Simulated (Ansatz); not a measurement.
# WS2 in Ansatz: further runs

One slab, WS2, is run at these levels: PBE; tasks: single point, relaxation of cell and atoms.

All numbers are computed with Ansatz 0.2.0; they aren't measurements. Logs are shortened: lines on timing, memory, paths and dates and some standing lists are left out, and cuts for length are marked.

### 1 The slab as given

The cell holds a slab with vacuum, 9 atoms: a = 3.183 Å, b = 3.183 Å, c = 28.532 Å, α = 90.00°, β = 90.00°, γ = 120.00°.

### 2 Single point, PBE

input.yaml reads:

```yaml
crystal:
  lattice:
    - [3.1829541699, 0.0, 0.0]
    - [-1.591477085, 2.7565191702, 0.0]
    - [0.0, 0.0, 28.53221786]
  atoms:
    - { symbol: W, position: [0.6666666667, 0.3333333333, 0.43436168] }
    - { symbol: W, position: [0.6666666667, 0.3333333333, 0.88553378] }
    - { symbol: W, position: [0.0, 0.0, 0.65928643] }
    - { symbol: S, position: [0.6666666667, 0.3333333333, 0.60462521] }
    - { symbol: S, position: [0.0, 0.0, 0.37971025] }
    - { symbol: S, position: [0.0, 0.0, 0.83084828] }
    - { symbol: S, position: [0.6666666667, 0.3333333333, 0.71395221] }
    - { symbol: S, position: [0.0, 0.0, 0.48903042] }
    - { symbol: S, position: [0.0, 0.0, 0.94018573] }
hamiltonian:
  xc: pbe
  pseudopotentials: { kind: paw }
kpoints:
  mp_grid: { grid: [10, 10, 1] }
scf:
  occupations: { method: gaussian, width: 0.011 }
output:
  forces: true
  stress: true
  eigenvalues: true
```

Potentials or basis: Ansatz PAW.

Command:

```
> ansatz run input.yaml --threads 4 --pin off --max-ram 11264MiB --backend cpu --events-out ev --progress --plain --runs-dir out
```

Standard output:

```text
Warning: RAYON_NUM_THREADS=4 ignored (pool sized by the plan → 4); use --threads N
Engine: ansatz 0.2.0, aarch64-unknown-linux-gnu
Pseudopotentials: kind: paw
Pseudopotential: W, paw, valence charge 14, recommended cutoff 420 eV (normal), W.paw.azcp
Pseudopotential: S, paw, valence charge 6, recommended cutoff 420 eV (normal), S.paw.azcp
Functional definition: PBE
  parameter kappa = 0.804
  parameter beta = 0.06672455060314922
  exchange = pbe_x(kappa = kappa, mu = beta*pi^2/3)
  correlation = pbe_c(beta = beta)
Crystal: 9 atoms, lattice volume = 250.338 Å³
Basis set: ecut = 420 eV, 4931 PW (Γ), exchange–correlation on 48×48×384 points (8 copies of the dense FFT grid, shifted against one another)
Bands: 48, of which v1, the nominal top of the filled ones, is band 39 counted from 1 (38 counted from 0)
Symmetry: 6 space group operations
Space group: P3m1 (ITA 156), of the structure as read, at distance tolerance 6.3e-5 Å
k-points: 14 of 100 (time reversal used)
Non-local potential: W, projectors of the file, l = 0: 3, l = 1: 2, l = 2: 2, l = 3: 1
Non-local potential: S, projectors of the file, l = 0: 2, l = 1: 2, l = 2: 2
PAW form: soft (Blöchl's): semilocal exchange-correlation on the pseudo side does not see the compensation charge
PAW one-centre angular grid: W, 590 points (default); XC on 64 Gauss nodes
PAW one-centre angular grid: S, 110 points (default); XC on 64 Gauss nodes
Initial density: superposition of atomic densities (neutral atoms: chi_scale 0, normalization atom), corrected by the library's trained network
Initial wavefunctions: pseudopotential atomic-orbital guess
Functional: x = pbe(κ = 0.804, μ = 0.2195149727645171), c = pbe(β = 0.06672455060314922)
SCF iter   1: F=—  HF=-36574.259351 eV  |F-HF|=—  |Δ(HF+E_count)|=         —  Δρ=4.45e-3  dr2=7.51e-2  ethr=1.77e-3  ⟨swp⟩=8.4  Hψ=3235  notcnv=0
preconditioner: auto → Resta (q_TF=auto, 2.246 Å⁻¹)  ε∞=5.3  [insulator: Δε(μ)=1.434 eV  Ē_g=8.347 eV  σ=0.011 eV  W_gap=1.00  n_scr=20 (ndim 8)  ℏωp=17.2 eV  f_vac=0.334  D(μ)=0.00/eV (n_scr^D=0)  ε∞_Penn≈5.3  vacuum switching on, ρ_ref=5.1e-3 e/Å³]
SCF iter   2: F=—  HF=-36574.262370 eV  |F-HF|=—  |Δ(HF+E_count)|=   3.02e-3  Δρ=2.32e-3  dr2=7.90e-3  ethr=9.62e-5  ⟨swp⟩=3.1  Hψ=1226  notcnv=0  defer=32
SCF iter   3: F=—  HF=-36574.266795 eV  |F-HF|=—  |Δ(HF+E_count)|=   4.42e-3  Δρ=1.30e-3  dr2=1.80e-3  ethr=1.01e-5  ⟨swp⟩=3.0  Hψ=1101  notcnv=0  defer=32
SCF iter   4: F=—  HF=-36574.269211 eV  |F-HF|=—  |Δ(HF+E_count)|=   2.42e-3  Δρ=5.27e-4  dr2=4.68e-4  ethr=2.31e-6  ⟨swp⟩=2.5  Hψ=1080  notcnv=0  defer=32
SCF iter   5: F=—  HF=-36574.269603 eV  |F-HF|=—  |Δ(HF+E_count)|=   3.91e-4  Δρ=1.13e-4  dr2=4.28e-5  ethr=6.00e-7  ⟨swp⟩=2.0  Hψ=1006  notcnv=0  defer=32
SCF iter   6: F=—  HF=-36574.269635 eV  |F-HF|=—  |Δ(HF+E_count)|=   3.20e-5  Δρ=2.31e-5  dr2=5.11e-6  ethr=5.48e-8  ⟨swp⟩=2.4  Hψ=1190  notcnv=0  defer=32
SCF iter   7: F=—  HF=-36574.269634 eV  |F-HF|=—  |Δ(HF+E_count)|=   9.12e-7  Δρ=9.60e-6  dr2=5.75e-7  ethr=6.55e-9  ⟨swp⟩=2.4  Hψ=1068  notcnv=0  defer=32
SCF iter   8: F=-36574.269634 eV  HF=-36574.269634 eV  |F-HF|=1.49e-8  |Δ(HF+E_count)|=   4.47e-9  Δρ=2.27e-6  dr2=2.50e-8  ethr=1.28e-10  ⟨swp⟩=12.7  Hψ=3508  notcnv=0
SCF 1 converged in 8 iterations: F = -36574.269634 eV  dr2 = 2.50e-8
SCF converged after 8 iterations
Free energy (F): -36574.269634 eV
Harris-Foulkes:  -36574.269634 eV  (|F-HF|=1.49e-8)
Internal energy: -36574.269634 eV  (E = F + TS)
E sigma→0 (E₀):  -36574.269634 eV
Fermi energy:    6.178624 eV
--- Per-component energies (eV) ---
  E_band       = -1032.670659
  E_kinetic    = 1998.269447
  E_local      = -41538.385753  (includes V_loc(G=0)·N_el)
  E_nonlocal   = 171.955599
  E_hartree    = 19992.717595
  E_xc         = -1386.181466
  E_vxc        = -1244.675355  (∫ρ·V_xc dr)
  E_paw        = -29289.370425  (= ΣΔE_a)
  E_vpaw       = -405.256208  (= ΣTr[D̂ρ^β])
  E_aug_tail   = -0.000175  (compensation charges beyond the density's cutoff)
  E_ewald      = 13476.725544
  E_smearing   = -0.000000  (= −TS)
  E_closure    = -0.000000  (closes the sum)
  Σ components = -36574.269634   (vs F -36574.269634, Δ=0.00e0)
--- Forces (eV/Å), atoms counted from 1 ---
  atom   1  W      0.00000000    -0.00000000    -0.01161261
  atom   2  W      0.00000000    -0.00000000     0.00218135
  atom   3  W      0.00000000     0.00000000     0.00399890
  atom   4  S     -0.00000000     0.00000000    -0.20591634
  atom   5  S     -0.00000000     0.00000000    -0.26512489
  atom   6  S     -0.00000000     0.00000000    -0.20025354
  atom   7  S      0.00000000    -0.00000000     0.21000753
  atom   8  S      0.00000000     0.00000000     0.20284476
  atom   9  S      0.00000000    -0.00000000     0.26386197
  max |Σ_I F_I| component: 1.29e-5 eV/Å
--- Stress (GPa, compression-positive) ---
        0.904379       0.000000      -0.000000
        0.000000       0.904379      -0.000000
       -0.000000      -0.000000       1.921133
  P = ⅓ Tr σ = 1.2433 GPa (12.433 kbar)
--- Band table (eV; the first three rows and the last of 14) ---
  k-point 0: bands = ["-68.9431", "-68.9416", "-68.9416", "-33.2243", "-33.2227", "-33.2226", "-33.0748", "-33.0748", "-33.0732", "-33.0732", "-33.0730", "-33.0730", "-9.8416", "-9.7945", "-9.7535", "-8.2111", "-8.1192", "-8.0387", "-1.6187", "-1.3749", "-1.1262", "2.0868", "2.0868", "2.0917", "2.0917", "2.0938", "2.0938", "2.3545", "2.8894", "3.3266", "3.3266", "3.3387", "3.3387", "3.3460", "3.3460", "3.5158", "4.7541", "5.1422", "5.4447", "7.8800", "7.8800", "7.8862", "7.8862", "7.8887", "7.8887", "8.0308", "8.0308", "8.0697"]
  k-point 1: bands = ["-68.9415", "-68.9400", "-68.9400", "-33.2184", "-33.2168", "-33.2167", "-33.1075", "-33.1059", "-33.1057", "-33.0824", "-33.0808", "-33.0806", "-9.6777", "-9.6306", "-9.5897", "-8.1485", "-8.0605", "-7.9839", "-1.4252", "-1.1830", "-0.9338", "1.6721", "1.6798", "1.6836", "2.0060", "2.2458", "2.2525", "2.2554", "2.3584", "2.6168", "3.0748", "3.0883", "3.0968", "3.4405", "3.5867", "3.8945", "4.7144", "5.0095", "5.2152", "7.6639", "7.7137", "7.7596", "7.7607", "7.8349", "7.8673", "7.8772", "7.9213", "7.9616"]
  k-point 2: bands = ["-68.9373", "-68.9358", "-68.9358", "-33.2029", "-33.2013", "-33.2012", "-33.1922", "-33.1907", "-33.1904", "-33.1022", "-33.1007", "-33.1004", "-9.2214", "-9.1754", "-9.1352", "-7.9750", "-7.8983", "-7.8330", "-0.9365", "-0.7084", "-0.4695", "0.7998", "0.8209", "0.8429", "1.3430", "1.5643", "1.7173", "2.5362", "2.5515", "2.5628", "2.6671", "2.6790", "2.6854", "3.3214", "3.5183", "3.7881", "4.4138", "4.4998", "4.5438", "7.1519", "7.3613", "7.6033", "7.6223", "7.6524", "7.6966", "7.8556", "8.0182", "8.1195"]
  k-point 13: bands = ["-68.9245", "-68.9230", "-68.9230", "-33.3397", "-33.3381", "-33.3379", "-33.2683", "-33.2668", "-33.2665", "-33.1555", "-33.1539", "-33.1538", "-7.4272", "-7.4134", "-7.4062", "-7.2707", "-7.2567", "-7.2510", "-0.7427", "-0.7095", "-0.6804", "-0.5608", "-0.5367", "-0.5302", "0.6885", "0.6968", "0.7006", "1.0635", "1.1138", "1.2062", "1.5895", "1.7255", "1.7657", "2.6929", "2.7384", "2.8178", "4.7899", "4.8331", "4.8717", "6.9823", "6.9909", "6.9954", "8.1164", "8.3875", "8.6833", "8.7742", "8.9075", "8.9682"]
```

Run time: 3.2 s. Hardware: 4 threads of Arm Neoverse V2, shared host; peak memory 0.61 GiB.

What came out:

```yaml
Free_energy: -36574.2696 eV
Largest_force: 0.265 eV/Å
Band_gap_on_the_k_mesh: 1.47 eV, indirect (least direct gap 2.11 eV)
```

Forces on the atoms (eV/Å):
```
W    0.000  0.000 -0.012
W    0.000  0.000  0.002
W    0.000  0.000  0.004
S    0.000  0.000 -0.206
S    0.000  0.000 -0.265
S    0.000  0.000 -0.200
S    0.000  0.000  0.210
S    0.000  0.000  0.203
S    0.000  0.000  0.264
```

Levels at points of the mesh, in eV from the valence-band top:
```
            k point  band 35  band 36  band 37  band 38  band 39  band 40  band 41  band 42  band 43  band 44
 (0.00, 0.00, 0.00)    -2.10    -1.93    -0.69    -0.30     0.00     2.44     2.44     2.44     2.44     2.44
(0.00, -0.50, 0.00)    -1.75    -1.71    -1.41    -1.37    -1.34     2.38     2.40     2.40     2.80     2.86
```

Caveat: spin-orbit coupling is left out, which moves the levels of the heavy elements.

### 3 Relaxation of cell and atoms, PBE

Changes to input.yaml since step 2:

```diff
@@ -21,3 +21,3 @@
 scf:
-  occupations: { method: gaussian, width: 0.011 }
+  occupations: { method: fermi_dirac, width: 0.05 }
 output:
@@ -26 +26,5 @@
   eigenvalues: true
+relax:
+  f_tol: 0.01
+  max_steps: 40
+  cell: { stress_tol: 0.05 }
```

Potentials or basis: Ansatz PAW.

Command:

```
> ansatz run input.yaml --threads 4 --pin off --max-ram 11264MiB --backend cpu --events-out ev --progress --plain --runs-dir out
```

It took 38 s on 4 threads of Arm Neoverse V2, shared host; peak memory 0.68 GiB.

Results (log left out):

```yaml
Free_energy: -36574.3202 eV
Relaxed_volume: 29.55 Å³/atom
Relaxed_cell: a = 3.188 Å, b = 3.188 Å, c = 30.217 Å, α = 90.00°, β = 90.00°, γ = 120.00°
Space_group_after_relaxing_to_0.05_Å: P-6m2 (No. 187)
Energy_gained_by_relaxing: 5.6 meV/atom
Ionic_steps: 8
Band_gap_on_the_k_mesh: 1.87 eV, indirect (least direct gap 2.14 eV)
```

The path:
| step | energy change (eV) | largest force (eV/Å) | volume (Å³) |
| --- | --- | --- | --- |
| 1 | 0.0000 | 0.2651 | 250.34 |
| 2 | -0.0358 | 0.0879 | 256.85 |
| 3 | -0.0436 | 0.0108 | 259.55 |
| 4 | -0.0466 | 0.0174 | 261.57 |
| 5 | -0.0483 | 0.0263 | 264.72 |
| 6 | -0.0484 | 0.0064 | 265.37 |
| 7 | -0.0484 | 0.0016 | 265.91 |
| 8 | -0.0505 | 0.0019 | 265.91 |

Final structure:
```
CELL_PARAMETERS angstrom
3.18771 0.00000 0.00000
-1.59385 2.76063 0.00000
0.00000 0.00000 30.21676
ATOMIC_POSITIONS crystal
W 0.66667 0.33333 0.41496
W 0.66667 0.33333 0.90469
W 0.00000 0.00000 0.65953
S 0.66667 0.33333 0.60754
S 0.00000 0.00000 0.36296
S 0.00000 0.00000 0.85269
S 0.66667 0.33333 0.71153
S 0.00000 0.00000 0.46695
S 0.00000 0.00000 0.95668
```

Levels at points of the mesh, in eV from the valence-band top:
```tsv
k point	band 37	band 38	band 39	band 40	band 41	band 42
(0.00, 0.00, 0.00)	-0.30	-0.15	0.00	2.74	2.74	2.74
(0.00, -0.50, 0.00)	-1.05	-1.05	-1.04	2.70	2.70	2.70
```

Caveat: the plane-wave basis is chosen anew once the cell has moved, so the energies of steps on either side of that aren't comparable; spin-orbit coupling is left out, which moves the levels of the heavy elements; without dispersion, layers of such crystals drift apart on relaxing, which shifts levels and gaps; volumes and pressures include the vacuum.
